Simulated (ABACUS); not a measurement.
# Cu (P-1) in ABACUS: further runs

Runs on Cu. Level: PBE. Tasks: single point.

All numbers are computed with ABACUS 3.10.1; they aren't measurements. Logs are shortened: lines on timing, memory, paths and dates and some standing lists are left out, and cuts for length are marked.

## Step 1: Starting point

The typed cell holds 1 atom: a = 2.565 Å, b = 2.598 Å, c = 2.506 Å, α = 59.95°, β = 60.31°, γ = 59.68°.

## Step 2: Single point, PBE

INPUT reads:

```
INPUT_PARAMETERS
suffix              Cu
calculation         scf
basis_type          lcao
pseudo_dir          ./
orbital_dir         ./
symmetry            1
dft_functional      pbe
ecutwfc             100
pseudo_rcut         7
nspin               1
nbands              14
ks_solver           genelpa
smearing_method     fd
smearing_sigma      0.00367493
scf_thr             1e-07
scf_nmax            100
mixing_type         broyden
mixing_beta         0.7
cal_force           1
cal_stress          1
out_mul             1
```

STRU reads:

```
ATOMIC_SPECIES
Cu 63.5460 Cu.upf

NUMERICAL_ORBITAL
Cu_confined-atom_7au_3s2p2d1f.orb

LATTICE_CONSTANT
1.8897261246

LATTICE_VECTORS
-0.0044255800 1.7884307700 1.8385346600
1.8229069400 -0.0174867600 1.8515958300
1.7828182100 1.7614032200 0.0226019700

ATOMIC_POSITIONS
Direct

Cu
0.0
1
0.0000000000 0.0000000000 0.0000000000 1 1 1
```

KPT reads:

```
K_POINTS
0
Gamma
9 8 9 0 0 0
```

Potentials or basis: PseudoDojo NC SR 0.4.1 PBE standard, DZP LCAO (the cutoffs set its grid).

Launch:

```console
> OMP_NUM_THREADS=1 mpirun -np 4 abacus > log
```

running log:

```text
ABACUS v3.10.1

               Atomic-orbital Based Ab-initio Computation at UStc

 ------------------------------------------------------------------------------------

 READING GENERAL INFORMATION
                           global_out_dir = OUT.Cu/
                           global_in_card = INPUT
                               pseudo_dir = ./
                              orbital_dir = ./
                                    DSIZE = 4
                                    GSIZE = 1

 READING UNITCELL INFORMATION
                                    ntype = 1
                  lattice constant (Bohr) = 1.88973
              lattice constant (Angstrom) = 1

 READING ATOM TYPE 1
                               atom label = Cu
                      L=0, number of zeta = 3
                      L=1, number of zeta = 2
                      L=2, number of zeta = 2
                      L=3, number of zeta = 1
             number of atom for this type = 1

                        TOTAL ATOM NUMBER = 1
DIRECT COORDINATES
    atom                   x                   y                   z     mag                  vx                  vy                  vz
taud_Cu1            0.0000000000        0.0000000000        0.0000000000  0.0000        0.0000000000        0.0000000000        0.0000000000

                          Volume (Bohr^3) = 79.6647
                             Volume (A^3) = 11.8051

 Lattice vectors: (Cartesian coordinate: in unit of a_0)
          -0.00442558            +1.78843            +1.83853
             +1.82291          -0.0174868             +1.8516
             +1.78282             +1.7614           +0.022602
 Reciprocal vectors: (Cartesian coordinate: in unit of 2 pi/a_0)
            -0.276305            +0.27614           +0.274632
            +0.270898           -0.277666           +0.270751
            +0.283234           +0.284595           -0.276158
 The esolver type has been set to : ksdft_lcao

                PAO radial cut off (Bohr) = 7

 Read in pseudopotential file is Cu.upf
                     pseudopotential type = NC
          exchange-correlation functional = PBE
                 nonlocal core correction = 1
                        valence electrons = 19
                                     lmax = 2
                           number of zeta = 4
                     number of projectors = 6
                           L of projector = 0
                           L of projector = 0
                           L of projector = 1
                           L of projector = 1
                           L of projector = 2
                           L of projector = 2
     initial pseudo atomic orbital number = 10

 SETUP THE ELECTRONS NUMBER
            electron number of element Cu = 19
      total electron number of element Cu = 19
            AUTOSET number of electrons:  = 19
                           occupied bands = 10
                                   NLOCAL = 26
                                   NBANDS = 14
                                   NBANDS = 14
                                   NLOCAL = 26

%%%%%%%%%%%%%%%%%%%%%%%%%%%%%%%%%%%%%%%%%%%%%%%%%%%%%%%%%%%%%%%%%%%%%%%%%%%%%%%%%%%%%%%%%%%%%%%%%%%%%%%%%%
 Warning: the number of valence electrons in pseudopotential > 11 for Cu: [Ar] 3d10 4s1
 Pseudopotentials with additional electrons can yield (more) accurate outcomes, but may be less efficient.
 If you're confident that your chosen pseudopotential is appropriate, you can safely ignore this warning.
%%%%%%%%%%%%%%%%%%%%%%%%%%%%%%%%%%%%%%%%%%%%%%%%%%%%%%%%%%%%%%%%%%%%%%%%%%%%%%%%%%%%%%%%%%%%%%%%%%%%%%%%%%

 SETUP THE PLANE WAVE BASIS
 energy cutoff for charge/potential (unit:Ry) = 400
            fft grid for charge/potential = [ 32, 32, 32 ]
                        fft grid division = [ 4, 4, 4 ]
        big fft grid for charge/potential = [ 8, 8, 8 ]
                                     nbxx = 128
                                     nrxx = 8192

 SETUP PLANE WAVES FOR CHARGE/POTENTIAL
                    number of plane waves = 10763
                         number of sticks = 653

 PARALLEL PW FOR CHARGE/POTENTIAL
     PROC   COLUMNS(POT)             PW
        1            163           2690
        2            163           2690
        3            163           2691
        4            164           2692
 --------------- sum -------------------
        4            653          10763
                            number of |g| = 2425
                                  max |g| = 36.1803
                                  min |g| = 0.22802
[... 73 lines left out ...]
                        ROTATION MATRICES = 2
                               nkstot_ibz = 325
K-POINTS REDUCTION ACCORDING TO SYMMETRY
     IBZ    DIRECT_X    DIRECT_Y    DIRECT_Z  WEIGHT  ibz2bz
       1  0.00000000  0.00000000  0.00000000  0.0015       0
       2  0.11111111  0.00000000  0.00000000  0.0031       1
       3  0.22222222  0.00000000  0.00000000  0.0031       2
       4  0.33333333  0.00000000  0.00000000  0.0031       3
       5  0.44444444  0.00000000  0.00000000  0.0031       4
       6  0.00000000  0.12500000  0.00000000  0.0031       9
[... 22 lines left out ...]
      29  0.44444444 -0.37500000  0.00000000  0.0031      32
      30 -0.33333333  0.37500000  0.00000000  0.0031      33
[... 295 further k points ...]

                               nkstot now = 325
[... K-POINTS DIRECT COORDINATES: 325 rows ...]

           k-point number in this process = 325
       minimum distributed K point number = 325
[... stars of the k points ...]

[... K-POINTS CARTESIAN COORDINATES: 325 rows ...]

[... K-POINTS DIRECT COORDINATES: 325 rows ...]

 SETUP PLANE WAVES FOR WAVE FUNCTIONS
     energy cutoff for wavefunc (unit:Ry) = 100
              fft grid for wave functions = [ 32, 32, 32 ]
                    number of plane waves = 1997
                         number of sticks = 211

 PARALLEL PW FOR WAVE FUNCTIONS
     PROC   COLUMNS(POT)             PW
        1             53            500
        2             52            499
        3             52            499
        4             54            499
 --------------- sum -------------------
        4            211           1997

 SET NONLOCAL PSEUDOPOTENTIAL PROJECTORS
 max number of nonlocal projetors among all species is 6

 -------------------------------------------
 SELF-CONSISTENT
 -------------------------------------------

 SETUP SEARCHING RADIUS FOR PROGRAM TO SEARCH ADJACENT ATOMS
                  longest orb rcut (Bohr) = 7
   longest nonlocal projector rcut (Bohr) = 1.78
                     search radius (Bohr) = 17.6
              searching radius is (Bohr)) = 17.6
         searching radius unit is (Bohr)) = 1.89
                         PeriodicBoundary = 1
                        Radius(unit:lat0) = 9.29
                                   glayer = [ 6, 6, 6 ]
                             glayer_minus = [ 5, 5, 5 ]

Find the coordinate range of the input atom(unit:lat0).
                                  min_tau = [ -18.1, -17.8, -18.6 ]
                                  max_tau = [ 18.1, 17.8, 18.6 ]
                                BoxNumber = [ 11, 11, 11 ]

 SETUP EXTENDED REAL SPACE GRID FOR GRID INTEGRATION
                          real space grid = [ 32, 32, 32 ]
                 big cell numbers in grid = [ 8, 8, 8 ]
             meshcell numbers in big cell = [ 4, 4, 4 ]
                        extended fft grid = [ 15, 15, 15 ]
                dimension of extened grid = [ 39, 39, 39 ]
                            UnitCellTotal = 125
              Atom number in sub-FFT-grid = 1
    Local orbitals number in sub-FFT-grid = 26
                                ParaV.nnr = 42081
                                 init_chg = atomic

 LCAO ALGORITHM --------------- ION=   1  ELEC=   1--------------------------------

 Density error is 0.0742049816955
----------------------------------------------------------
     Energy           Rydberg                 eV
----------------------------------------------------------
 E_KohnSham     -379.0840416031      -5157.7029866716
 E_Harris       -388.7709617999      -5289.5002974191
 E_Fermi        1.3873803365         18.8762778690
----------------------------------------------------------
[... 80 lines left out ...]
 Density error is 1.76236336327e-08
----------------------------------------------------------
     Energy           Rydberg                 eV
----------------------------------------------------------
 E_KohnSham     -379.2196244783      -5159.5476863257
 E_KS(sigma->0) -379.2195315674      -5159.5464222080
 E_Harris       -379.2196222671      -5159.5476562407
 E_band         -25.5382091852       -347.4651616341
 E_one_elec     -203.2471510898      -2765.3193570883
 E_Hartree      112.9729824391       1537.0762812262
 E_xc           -46.6520843712       -634.7341710245
 E_Ewald        -242.2931856347      -3296.5679112037
 E_entropy(-TS) -0.0001858218        -0.0025282353
 E_descf        0.0000000000         0.0000000000
 E_exx          0.0000000000         0.0000000000
 E_Fermi        1.2751789310         17.3496994305
----------------------------------------------------------

 charge density convergence is achieved
 final etot is -5159.5476863 eV
 EFERMI = 17.34969943 eV

 STATE ENERGY(eV) AND OCCUPATIONS    NSPIN == 1
 1/325 kpoint (Cartesian) = 0.0000 0.0000 0.0000 (336 pws)
       1       -95.2014     0.00308642
       2       -52.5537     0.00308642
       3       -52.5509     0.00308642
       4       -52.5283     0.00308642
       5        7.95248     0.00308642
       6        14.3253     0.00308642
       7        14.4048     0.00308642
       8        14.5433     0.00308642
       9        15.2207     0.00308642
      10        15.3403     0.00308642
      11        40.7873        0.00000
      12        42.4014        0.00000
      13        42.9927        0.00000
      14        44.1925        0.00000
[... 66 lines left out ...]
       1       -95.1996     0.00617284
       2       -52.5561     0.00617284
       3       -52.5527     0.00617284
       4       -52.5431     0.00617284
       5        8.50141     0.00617284
       6        14.2517     0.00617284
       7        14.4529     0.00617284
       8        14.6158     0.00617284
       9        15.2150     0.00617284
      10        15.3171     0.00617284
      11        35.8569        0.00000
      12        41.4509        0.00000
      13        42.1158        0.00000
      14        43.1406        0.00000

[... levels at 319 further k points ...]

 correction force for each atom along direction 1 is 6.74542e-14
 correction force for each atom along direction 2 is -1.24258e-13
 correction force for each atom along direction 3 is 1.41213e-14
------------------------------------------------------------------------------------------
 TOTAL-FORCE (eV/Angstrom)
------------------------------------------------------------------------------------------
                       Cu1         0.0000000000         0.0000000000         0.0000000000
------------------------------------------------------------------------------------------

----------------------------------------------------------------
 TOTAL-STRESS (KBAR)
----------------------------------------------------------------
        29.2984637828        18.3359113944        -2.2875267130
        18.3359113944        32.0275436640       -14.4299779260
        -2.2875267130       -14.4299779260        19.8772027611
----------------------------------------------------------------
 TOTAL-PRESSURE: 27.067737 KBAR

 --------------------------------------------
 !FINAL_ETOT_IS -5159.5476863256617435 eV
 --------------------------------------------
```

It took 13 s on 4 MPI ranks of AMD EPYC 7R43 (Zen 3), shared host; peak memory 0.4 GiB.

Results:

* Free energy: -5159.5477 eV
* Pressure: 2.7 GPa
* Band gap on the k mesh: none (metal or under the smearing width)

Stress tensor (GPa, compression positive):
```
 2.93  1.83 -0.23
 1.83  3.20 -1.44
-0.23 -1.44  1.99
```

Caveat: the k mesh is coarse (spacing up to 0.37 Å⁻¹), so the values aren't converged; the atomic orbitals were generated for these runs and aren't a published set; the basis of atomic orbitals isn't converged, which shifts pressures, moduli and gaps.

## Step 3: Single point, PBE

INPUT is that of step 2.

Edit STRU of step 2 so:

```diff
@@ -4,3 +4,3 @@
 NUMERICAL_ORBITAL
-Cu_confined-atom_7au_3s2p2d1f.orb
+Cu_confined-atom_7au_4s3p3d1f.orb
```

KPT is that of step 2.

Potentials or basis: PseudoDojo NC SR 0.4.1 PBE standard, TZDP LCAO (the cutoffs set its grid).

Launch:

```console
> OMP_NUM_THREADS=1 mpirun -np 4 abacus > log
```

Run time: 22 s. Hardware: 4 MPI ranks of AMD EPYC 7R43 (Zen 3), shared host; peak memory 0.44 GiB.

Results (log left out):

```
Free energy            : -5159.5630 eV
Pressure               : 2.6 GPa
Band gap on the k mesh : none (metal or under the smearing width)
```

Stress tensor (GPa, compression positive):
```
 2.79  1.82 -0.23
 1.82  3.11 -1.43
-0.23 -1.43  1.83
```

Levels at points of the mesh, in eV from the Fermi level:
| k point | band 5 | band 6 | band 7 | band 8 | band 9 | band 10 | band 11 | band 12 | band 13 | band 14 |
| --- | --- | --- | --- | --- | --- | --- | --- | --- | --- | --- |
| (0.00, 0.00, 0.00) | -9.40 | -3.02 | -2.94 | -2.80 | -2.13 | -2.01 | 23.43 | 24.97 | 25.55 | 26.71 |
| (0.00, 0.50, 0.00) | -5.09 | -3.05 | -2.84 | -1.54 | -1.48 | -1.18 | 3.55 | 21.36 | 22.72 | 23.09 |

Caveat: the k mesh is coarse (spacing up to 0.37 Å⁻¹), so the values aren't converged; the atomic orbitals were generated for these runs and aren't a published set; the basis of atomic orbitals isn't converged, which shifts pressures, moduli and gaps.

## Step 4: Single point, PBE

INPUT reads:

```
INPUT_PARAMETERS
suffix              Cu
calculation         scf
basis_type          pw
pseudo_dir          ./
symmetry            1
dft_functional      pbe
ecutwfc             92
pseudo_rcut         7
nspin               1
nbands              14
ks_solver           dav
smearing_method     fd
smearing_sigma      0.00367493
scf_thr             1e-08
scf_nmax            100
mixing_type         broyden
mixing_beta         0.7
cal_force           1
cal_stress          1
kpar                4
```

Edit STRU of step 3 so:

```diff
@@ -2,5 +2,2 @@
 Cu 63.5460 Cu.upf
-
-NUMERICAL_ORBITAL
-Cu_confined-atom_7au_4s3p3d1f.orb
```

KPT is that of step 3.

Potentials or basis: PseudoDojo NC SR 0.4.1 PBE standard, plane waves.

Launch:

```console
> OMP_NUM_THREADS=1 mpirun -np 4 abacus > log
```

Wall time 38 s (4 MPI ranks of AMD EPYC 7R43 (Zen 3), shared host); peak memory 0.32 GiB.

The run converged. Its results:

```yaml
Free_energy: -5159.5851 eV
Pressure: 2.0 GPa
Band_gap_on_the_k_mesh: none (metal or under the smearing width)
```

Stress tensor (GPa, compression positive):
```
 2.19  1.77 -0.19
 1.77  2.49 -1.43
-0.19 -1.43  1.26
```

Levels at points of the mesh, in eV from the Fermi level:
```
           k point  band 6  band 7  band 8  band 9  band 10  band 11  band 12  band 13
(0.00, 0.00, 0.00)   -3.01   -2.93   -2.79   -2.12    -2.00    22.55    24.61    25.14
(0.00, 0.50, 0.00)   -3.04   -2.83   -1.53   -1.46    -1.20     3.55    21.02    22.43
```

Caveat: the k mesh is coarse (spacing up to 0.37 Å⁻¹), so the values aren't converged.

## Step 5: The runs side by side

| potentials or basis | cutoff (eV) | orbital files | SCF threshold on the density | eigensolver | gap on the mesh (eV) | pressure (GPa) |
| --- | --- | --- | --- | --- | --- | --- |
| PseudoDojo NC SR 0.4.1 PBE standard, DZP LCAO (the cutoffs set its grid) | 1361 | Cu Cu_confined-atom_7au_3s2p2d1f.orb | 1e-07 | genelpa | none | 2.7 |
| PseudoDojo NC SR 0.4.1 PBE standard, TZDP LCAO (the cutoffs set its grid) | 1361 | Cu Cu_confined-atom_7au_4s3p3d1f.orb | 1e-07 | genelpa | none | 2.6 |
| PseudoDojo NC SR 0.4.1 PBE standard, plane waves | 1252 | - | 1e-08 | dav | none | 2.0 |

Alike in all rows: task single point; level PBE; no spin polarisation; cell as given; k mesh 9 × 8 × 9; smearing fermi-dirac 0.05 eV; the mesh is coarse, so values aren't converged.

Caveats: all runs use coarse meshes; the atomic orbitals were generated for these runs and aren't a published set (some runs); the basis of atomic orbitals isn't converged, which shifts pressures, moduli and gaps (some runs).

Total energies depend on the potentials used, so only differences within one code and one set of settings carry meaning.
